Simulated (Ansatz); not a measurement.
EuO:

```
CELL_PARAMETERS angstrom
0.00000 2.57195 2.57195
2.57195 0.00000 2.57195
2.57195 2.57195 0.00000
ATOMIC_POSITIONS crystal
Eu 0.00000 0.00000 0.00000
O 0.50000 0.50000 0.50000
```

- Program: Ansatz 0.2.0
- Task: relaxation of cell and atoms
- Functional: exchange-only PBE
- Potentials or basis: Ansatz PAW
- Cutoff: 420 eV (not typed: the program's choice for these potentials)
- k mesh: 9 × 9 × 9
- Occupations: fermi-dirac, width 0.05 eV
- Spin: collinear spin, ferromagnetic start
- Starting moments: [7.0, 0.0] μB

At the start: volume 17.01 Å³/atom.

Problem. How do energy, volume and symmetry change on relaxing?

Solution. It ends after 8 steps and the volume is 18.88 Å³/atom (+11.0 %); space group Fm-3m (No. 225, to 0.05 Å); moment 7.00 μB per cell.

Step by step:
| step | energy change (eV) | largest force (eV/Å) | volume (Å³) |
| --- | --- | --- | --- |
| 1 | 0.0000 | 0.0000 | 34.03 |
| 2 | -0.0546 | 0.0000 | 39.25 |
| 3 | -0.0770 | 0.0000 | 37.72 |
| 4 | -0.0781 | 0.0000 | 37.48 |
| 5 | -0.0938 | 0.0000 | 37.48 |
| 6 | -0.0935 | 0.0000 | 37.73 |
| 7 | -0.0934 | 0.0000 | 37.76 |
| 8 | -0.0941 | 0.0000 | 37.76 |

Final structure:
```
Eu O
1.0
     0.00000    2.66280    2.66280
     2.66280    0.00000    2.66280
     2.66280    2.66280    0.00000
Eu O
1 1
Direct
  0.00000 0.00000 0.00000
  0.50000 0.50000 0.50000
```

Caveat: the plane-wave basis is chosen anew once the cell has moved, so the energies of steps on either side of that aren't comparable; the pressure holds a Pulay correction of +0.5 GPa for the finite cutoff; the volume moved by +11 % from the deposited cell, more than functionals usually miss; a cell with one magnetic atom can't hold antiferromagnetic order, which such compounds often take; without U or exact exchange the open f shell lies at the Fermi level, which spoils levels, moments and volumes; the PAW data sets come from PBE, with cores solved anew for the run's functional, which leaves a small shift of forces and pressure.
